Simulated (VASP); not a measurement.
# Mg (Fm-3m) in VASP: notebook

One crystal, Mg, is run at these levels: PBE; tasks: single point.

Program: VASP 6.6.1. These are calculated values, not measurements. Logs are shortened: lines on timing, memory, paths and dates and some standing lists are left out, and cuts for length are marked.

### 1 Starting point

It takes space group Fm-3m (No. 225, cubic). The conventional cell has a = 4.489 Å, b = 4.489 Å, c = 4.489 Å, α = 90.00°, β = 90.00°, γ = 90.00°. Mg (site symmetry m-3m) has 12 Mg at 3.17 Å as nearest neighbours.

This isn't the form of Mg at room conditions, which is hcp.

### 2 Single point, PBE (volume scaled by 0.96)

The input, INCAR:

```
ALGO = Normal
EDIFF = 1E-6
ENCUT = 520
GGA = PE
ISIF = 2
ISMEAR = -1
LASPH = T
LCHARG = F
LREAL = F
LWAVE = F
NBANDS = 7
NELM = 80
PREC = Accurate
SIGMA = 0.05
```

The input, KPOINTS:

```
k-points
0
Gamma
  10 10 10
```

The input, POSCAR:

```
Mg
1.0
    0.0000000000      2.2139244980      2.2139244980
    2.2139244980      0.0000000000      2.2139244980
    2.2139244980      2.2139244980      0.0000000000
Mg
1
Direct
    0.0000000000      0.0000000000      0.0000000000
```

Potentials or basis: VASP PAW PBE potentials, release 64 (Mg).

On the command line:

```console
> cat potpaw_PBE.64/Mg/POTCAR > POTCAR
> mpirun -np 1 vasp_std > vasp.out
```

OUTCAR:

```text
EDIFF = 1E-6
   ENCUT = 520
   GGA = PE
   ISIF = 2
   ISMEAR = -1
   LASPH = T
   LREAL = F
   NELM = 80
   PREC = Accurate

 ion  position               nearest neighbor table
   1  0.000  0.000  0.000-

  LATTYP: Found a face centered cubic cell.
 ALAT       =     4.4278489960

  Lattice vectors:

 A1 = (   0.0000000000,   2.2139244980,   2.2139244980)
 A2 = (   2.2139244980,   0.0000000000,   2.2139244980)
 A3 = (   2.2139244980,   2.2139244980,   0.0000000000)

Analysis of symmetry for initial positions (statically):
=====================================================================
 Subroutine PRICEL returns:
 Original cell was already a primitive cell.

 Routine SETGRP: Setting up the symmetry group for a
 face centered cubic supercell.

 Subroutine GETGRP returns: Found 48 space group operations
 (whereof 48 operations were pure point group operations)
 out of a pool of 48 trial point group operations.

The static configuration has the point symmetry O_h .

Analysis of symmetry for dynamics (positions and initial velocities):
=====================================================================
 Subroutine PRICEL returns:
 Original cell was already a primitive cell.

 Routine SETGRP: Setting up the symmetry group for a
 face centered cubic supercell.

 Subroutine GETGRP returns: Found 48 space group operations
 (whereof 48 operations were pure point group operations)
 out of a pool of 48 trial point group operations.

The dynamic configuration has the point symmetry O_h .

 Subroutine INISYM returns: Found 48 space group operations
 (whereof 48 operations are pure point group operations),
 and found     1 'primitive' translations

----------------------------------------------------------------------------------------

                                     Primitive cell

  volume of cell :      21.7029

  direct lattice vectors                    reciprocal lattice vectors
     0.000000000  2.213924498  2.213924498    -0.225843293  0.225843293  0.225843293
     2.213924498  0.000000000  2.213924498     0.225843293 -0.225843293  0.225843293
     2.213924498  2.213924498  0.000000000     0.225843293  0.225843293 -0.225843293

  length of vectors
     3.130962051  3.130962051  3.130962051     0.391172059  0.391172059  0.391172059

  position of ions in fractional coordinates (direct lattice)
     0.000000000  0.000000000  0.000000000

  ion indices of the primitive-cell ions
   primitive index   ion index
                 1           1

----------------------------------------------------------------------------------------

 KPOINTS: k-points

Automatic generation of k-mesh.
 Grid dimensions read from file:
 generate k-points for:   10   10   10

 Generating k-lattice:

  Cartesian coordinates                     Fractional coordinates (reciprocal lattice)
    -0.022584329  0.022584329  0.022584329     0.100000000  0.000000000  0.000000000
     0.022584329 -0.022584329  0.022584329     0.000000000  0.100000000  0.000000000
     0.022584329  0.022584329 -0.022584329     0.000000000  0.000000000  0.100000000

  Length of vectors
     0.039117206  0.039117206  0.039117206

  Shift w.r.t. Gamma in fractional coordinates (k-lattice)
     0.000000000  0.000000000  0.000000000

 Subroutine IBZKPT returns following result:
 ===========================================

 Found     47 irreducible k-points:

 Following reciprocal coordinates:
            Coordinates               Weight
  0.000000  0.000000  0.000000      1.000000
  0.100000  0.000000  0.000000      8.000000
  0.200000  0.000000  0.000000      8.000000
  0.300000  0.000000  0.000000      8.000000
  0.400000  0.000000  0.000000      8.000000
  0.500000  0.000000  0.000000      4.000000
[... 16 lines left out ...]
  0.300000  0.300000  0.000000      6.000000
  0.400000  0.300000  0.000000     24.000000
 [... further k-points ...]
   k-points           NKPTS =     47   k-points in BZ     NKDIM =     47   number of bands    NBANDS=      7
   number of dos      NEDOS =    301   number of ions     NIONS =      1
   total plane-waves  NPLWV =  13824
   dimension x,y,z NGX =    24 NGY =   24 NGZ =   24
   dimension x,y,z NGXF=    48 NGYF=   48 NGZF=   48
   ions per type =               1
   NGX,Y,Z   is equivalent  to a cutoff of  12.74, 12.74, 12.74 a.u.
   NGXF,Y,Z  is equivalent  to a cutoff of  25.49, 25.49, 25.49 a.u.
 SYSTEM =  unknown system
   PREC   = accura    normal or accurate (medium, high low for compatibility)
   ISTART =      0    job   : 0-new  1-cont  2-samecut
   ICHARG =      2    charge: 1-file 2-atom 10-const
   ISPIN  =      1    spin polarized calculation?
   LNONCOLLINEAR =      F non collinear calculations
   LSORBIT =      F    spin-orbit coupling
   LASPH  =      T    aspherical Exc in radial PAW
   ENCUT  =  520.0 eV  38.22 Ry    6.18 a.u.   5.82  5.82  5.82*2*pi/ulx,y,z
   NELM   =     80;   NELMIN=  2; NELMDL= -5     # of ELM steps
   EDIFF  = 0.1E-05   stopping-criterion for ELM
   LREAL  =      F    real-space projection
   EDIFFG = 0.1E-04   stopping-criterion for IOM
   NSW    =      0    number of steps for IOM
   IBRION =     -1    ionic relax: 0-MD 1-quasi-New 2-CG
   NFREE  =      0    steps in history (QN), initial steepest desc. (CG)
   ISIF   =      2    stress and relaxation
   ISYM   =      2    0-nonsym 1-usesym 2-fastsym
   POTIM  = 0.5000    time-step for ionic-motion
   TEBEG  =    0.0;   TEEND  =   0.0 temperature during run
   PSTRESS=    0.0 pullay stress
   NELECT =       2.0000    total number of electrons
   NUPDOWN=      -1.0000    fix difference up-down
   EMIN   =  10.00;   EMAX   =-10.00  energy-range for DOS
   EFERMI =   0.00;   METHOD = LEGACY
   ISMEAR =    -1;   SIGMA  =   0.05  broadening in eV -4-tet -1-fermi 0-gaus
   EFERMI_NEDOS =   21; number of points for ismear=-14 and -15
   IALGO  =     38    algorithm
   IMIX   =      4    mixing-type and parameters
     AMIX     =   0.40;   BMIX     =  1.00
     AMIX_MAG =   1.60;   BMIX_MAG =  1.00
  volume/ion in A,a.u.               =      21.70       146.46
  Fermi-wavevector in a.u.,A,eV,Ry     =   0.739455  1.397368  7.439589  0.546794
  Thomas-Fermi vector in A             =   1.833622
   LORBIT       =      0    0 simple, 1 ext, 2 COOP (PROOUT), +10 PAW based schemes
   GGA     = PE    functional components
   LHFCALC =     F    Hartree Fock is set to
   AEXX    =    0.0000 exact exchange contribution
   IVDW    =     0    specifies the selected vdW correction
   LEPSILON=     F    determine dielectric tensor
   LRPA    =     F    only Hartree local field effects (RPA)
 non-spin polarized calculation
  energy-cutoff  :      520.00
  volume of cell :       21.70
 maximum number of plane-waves:       598
   NGX = 11   NGY = 11   NGZ = 11

 number of electron       2.0000000 magnetization

 Free energy of the ion-electron system (eV)
  ---------------------------------------------------
  ext. energy  EPLUGINS =         0.00000000
  ---------------------------------------------------
  free energy    TOTEN  =        -1.48695199 eV

  energy without entropy =       -1.48300336  energy(sigma->0) =       -1.48497767

 E-fermi :   2.9959     XC(G=0):  -8.6672

 val. band max:        2.9573982596   @ k =  -0.4000   0.5000   0.1000
 cond. band min:       3.0757857743   @ k =  -0.3000   0.4000   0.1000
 fundamental gap:      0.1183875147
 Fermi energy:         2.9959355212

 k-point     1 :       0.0000    0.0000    0.0000
  band No.  band energies     occupation
      1      -4.2447      2.00000
      2      15.6341      0.00000
      3      15.6341      0.00000
      4      15.6341      0.00000
      5      17.8697      0.00000
      6      17.8697      0.00000
      7      17.8697      0.00000

 k-point     2 :       0.1000    0.0000    0.0000
  band No.  band energies     occupation
      1      -4.0139      2.00000
      2      12.9708      0.00000
      3      15.2304      0.00000
      4      15.2304      0.00000
      5      17.6342      0.00000
      6      18.6576      0.00000
      7      18.6576      0.00000

 k-point     3 :       0.2000    0.0000    0.0000
  band No.  band energies     occupation
      1      -3.3251      2.00000
      2       9.6221      0.00000
      3      14.6852      0.00000
      4      14.6852      0.00000
      5      17.1130      0.00000
      6      18.7272      0.00000
      7      18.7272      0.00000

 k-point     4 :       0.3000    0.0000    0.0000
  band No.  band energies     occupation
      1      -2.1886      2.00000
      2       6.5288      0.00000
      3      14.3914      0.00000
      4      14.3914      0.00000
      5      16.7840      0.00000
      6      17.1879      0.00000
      7      17.1879      0.00000

 k-point     5 :       0.4000    0.0000    0.0000
  band No.  band energies     occupation
      1      -0.6232      2.00000
      2       3.7798      0.00000
      3      14.3873      0.00000
      4      14.3873      0.00000
      5      16.0674      0.00000
      6      16.0674      0.00000
      7      16.7518      0.00000

 k-point     6 :       0.5000    0.0000    0.0000
  band No.  band energies     occupation
      1       1.1227      2.00000
      2       1.6386      2.00000
      3      14.4949      0.00000
      4      14.4949      0.00000
      5      15.5825      0.00000
      6      15.5825      0.00000
      7      16.8319      0.00000

 k-point     7 :       0.1000    0.1000    0.0000
  band No.  band energies     occupation
      1      -3.9371      2.00000
      2      13.8516      0.00000
      3      14.1553      0.00000
      4      14.1553      0.00000
      5      16.8664      0.00000
      6      18.7910      0.00000
      7      19.8623      0.00000

 k-point     8 :       0.2000    0.1000    0.0000
  band No.  band energies     occupation
      1      -3.4013      2.00000
      2      10.8318      0.00000
      3      13.3752      0.00000
      4      14.2066      0.00000
      5      16.4172      0.00000
      6      17.6808      0.00000
      7      19.7092      0.00000

 k-point     9 :       0.3000    0.1000    0.0000
  band No.  band energies     occupation
      1      -2.4147      2.00000
      2       7.6886      0.00000
      3      12.9484      0.00000
      4      13.7311      0.00000
      5      15.1300      0.00000
      6      19.2816      0.00000
      7      19.3966      0.00000

 k-point    10 :       0.4000    0.1000    0.0000
  band No.  band energies     occupation
      1      -0.9928      2.00000
      2       4.8370      0.00000
      3      12.8890      0.00000
      4      12.9998      0.00000
      5      14.4986      0.00000
      6      18.2293      0.00000
      7      19.2929      0.00000

 k-point    11 :       0.5000    0.1000    0.0000
  band No.  band energies     occupation
      1       0.8205      2.00000
      2       2.3693      1.99999
      3      12.1978      0.00000
      4      13.2043      0.00000
      5      14.6826      0.00000
      6      17.2758      0.00000
      7      19.0799      0.00000
[... 51 lines left out ...]
 k-point    17 :       0.3000    0.2000    0.0000
  band No.  band energies     occupation
      1      -2.1885      2.00000
      2       9.1541      0.00000
      3      11.8704      0.00000
      4      11.8900      0.00000
      5      13.0131      0.00000
      6      16.2084      0.00000
      7      22.1570      0.00000

 k-point    18 :       0.4000    0.2000    0.0000
  band No.  band energies     occupation
      1      -0.9185      2.00000
      2       6.2737      0.00000
      3      10.5398      0.00000
      4      11.6854      0.00000
      5      12.9598      0.00000
      6      18.1727      0.00000
      7      20.8590      0.00000

 k-point    19 :       0.5000    0.2000    0.0000
  band No.  band energies     occupation
      1       0.7623      2.00000
      2       3.6998      0.00000
      3       9.4592      0.00000
      4      11.8810      0.00000
      5      13.1941      0.00000
      6      19.7956      0.00000
      7      20.6394      0.00000

 k-point    20 :      -0.4000    0.2000    0.0000
  band No.  band energies     occupation
      1       1.3946      2.00000
      2       2.9327      1.55982
      3       8.7562      0.00000
      4      12.4617      0.00000
      5      13.8459      0.00000
      6      19.0624      0.00000
      7      21.0626      0.00000

 k-point    21 :      -0.3000    0.2000    0.0000
  band No.  band energies     occupation
      1      -0.4013      2.00000
      2       5.3251      0.00000
      3       8.5039      0.00000
      4      13.4329      0.00000
      5      14.9085      0.00000
      6      18.6242      0.00000
      7      20.5902      0.00000

 k-point    22 :      -0.2000    0.2000    0.0000
  band No.  band energies     occupation
      1      -1.8130      2.00000
      2       7.6541      0.00000
      3       9.1247      0.00000
      4      14.7954      0.00000
      5      16.3280      0.00000
      6      18.0199      0.00000
      7      19.6665      0.00000

 k-point    23 :       0.3000    0.3000    0.0000
  band No.  band energies     occupation
      1      -1.5137      2.00000
      2       9.9482      0.00000
      3      10.3240      0.00000
      4      11.1751      0.00000
      5      11.1751      0.00000
      6      14.4872      0.00000
      7      24.2926      0.00000

 k-point    24 :       0.4000    0.3000    0.0000
  band No.  band energies     occupation
      1      -0.4016      2.00000
      2       7.8603      0.00000
      3       8.4608      0.00000
      4      10.8612      0.00000
      5      11.6631      0.00000
      6      15.1381      0.00000
      7      23.7477      0.00000

 [... further k-points ...]
[... 5 lines left out ...]
  --------------------------------------------------------------------------------------
  -------------------------------------------------------------------------------------
  Total        0.3251812      0.3251812      0.3251812     -0.0000000      0.0000000     -0.0000000
  in kB       24.0058753     24.0058753     24.0058753     -0.0000000      0.0000000     -0.0000000
  external PRESSURE =      24.0058753 kB  Pullay stress =       0.0000000 kB

 VOLUME and BASIS-vectors are now :
 -----------------------------------------------------------------------------
  energy-cutoff  :      520.00
  volume of cell :       21.70
      direct lattice vectors                 reciprocal lattice vectors
     0.000000000  2.213924498  2.213924498    -0.225843293  0.225843293  0.225843293
     2.213924498  0.000000000  2.213924498     0.225843293 -0.225843293  0.225843293
     2.213924498  2.213924498  0.000000000     0.225843293  0.225843293 -0.225843293

 POSITION                                       TOTAL-FORCE (eV/Angst)
 -----------------------------------------------------------------------------------
      0.00000      0.00000      0.00000         0.000000      0.000000      0.000000
 -----------------------------------------------------------------------------------
    total drift:                                0.000000      0.000000      0.000000

  FREE ENERGIE OF THE ION-ELECTRON SYSTEM (eV)
  ---------------------------------------------------
  free  energy   TOTEN  =        -1.4869519878 eV

  energy  without entropy=       -1.4830033609  energy(sigma->0) =       -1.48497767
```

Run time: 3.5 s. Hardware: 1 thread of AMD EPYC 9R45 (Zen 5), shared host; peak memory 0.1 GiB.

Results:

| Item | Value |
| --- | --- |
| Free energy | -1.4870 eV |
| Pressure | 2.4 GPa |
| Band gap on the k mesh | none (metal or under the smearing width) |

Levels at points of the mesh, in eV from the Fermi level:
```tsv
k point	band 1	band 2	band 3	band 4	band 5	band 6
(0.00, 0.00, 0.00)	-7.24	12.64	12.64	12.64	14.87	14.87
(0.50, 0.00, 0.00)	-1.87	-1.36	11.50	11.50	12.59	12.59
(0.50, 0.50, 0.00)	-0.31	0.76	6.12	7.17	7.17	10.26
```

(Continued in part 2 of 2.)
